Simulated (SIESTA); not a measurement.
Crystal: Sn.

```
Sn
1.0
     0.00000    3.23334    3.23334
     3.23334    0.00000    3.23334
     3.23334    3.23334    0.00000
Sn
2
Direct
  0.75000 0.75000 0.75000
  0.50000 0.50000 0.50000
```

This isn't the form of Sn at room conditions, which is tetragonal (white tin).

| Item | Value |
| --- | --- |
| Program | SIESTA 5.4.2 |
| Task | single point |
| Functional | PBEsol |
| Potentials or basis | PseudoDojo 0.4 standard (PBEsol files) |
| Basis | DZP (energy shift 0.003 Ry; two zetas on semicore shells) |
| Grid cutoff | 500 Ry |
| Energy shift | 0.003 Ry |
| k mesh | 7 × 7 × 7 |
| Occupations | fermi-dirac, width 0.05 eV |
| Spin | no spin polarisation |

On this cell: pressure 1.9 GPa; largest force zero by symmetry; band gap on the k mesh none (metal or under the smearing width).

The same run follows on a disturbed copy (atoms moved at random, drawn with an rms of 0.05 Å):

```
CELL_PARAMETERS angstrom
0.00000 3.23334 3.23334
3.23334 0.00000 3.23334
3.23334 3.23334 0.00000
ATOMIC_POSITIONS crystal
Sn 0.75132 0.75902 0.76259
Sn 0.49467 0.50900 0.50001
```

Task: What does the disturbed cell give?

Result: The energy (extrapolated to zero smearing) moves by +12.0 meV/atom; pressure 2.0 GPa; largest force 0.593 eV/Å; band gap on the k mesh none (metal or under the smearing width).

Forces on the atoms (eV/Å):
```
Sn  -0.308 -0.493 -0.122
Sn   0.307  0.492  0.122
```

Stress tensor (GPa, compression positive):
```
 2.05 -0.43 -1.52
-0.43  1.98 -0.96
-1.52 -0.96  2.08
```

Caveats: the basis of atomic orbitals isn't converged, which shifts pressures, moduli and gaps.
